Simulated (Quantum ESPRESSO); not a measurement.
MgO, 2 atoms in the cell. Symmetry: Fm-3m, No. 225, cubic system. The conventional cell has a = 4.194 Å, b = 4.194 Å, c = 4.194 Å, α = 90.00°, β = 90.00°, γ = 90.00°. Mg (site symmetry m-3m) has 6 O at 2.10 Å as nearest neighbours. Around O (site symmetry m-3m) lie 6 Mg at 2.10 Å. The cell is a database's computed one.

```yaml
Program: Quantum ESPRESSO 7.5
Task: single point
Functional: PBE
Potentials_or_basis: SSSP 1.3 efficiency PBE
Cutoff: 748 eV
Density_cutoff: 5987 eV
k_mesh: 11 × 11 × 11
Occupations: fermi-dirac, width 0.05 eV
Spin: no spin polarisation
Mixing_beta: 0.5
Most_SCF_iterations: 120
SCF_threshold: 4e-10 Ry
```

Potentials or basis: SSSP 1.3 efficiency PBE.

Command:

```sh
$ OMP_NUM_THREADS=1 python run.py
```

Hardware: 1 thread of Arm Neoverse V2, with other jobs on the host.

Q: How long does it take, and how much memory?

A: It took 8.2 s on 1 thread of Arm Neoverse V2, on a shared host, peak memory 0.08 GiB. Counts: scf iterations 9, bands 9, k points 56, g dense 19579.
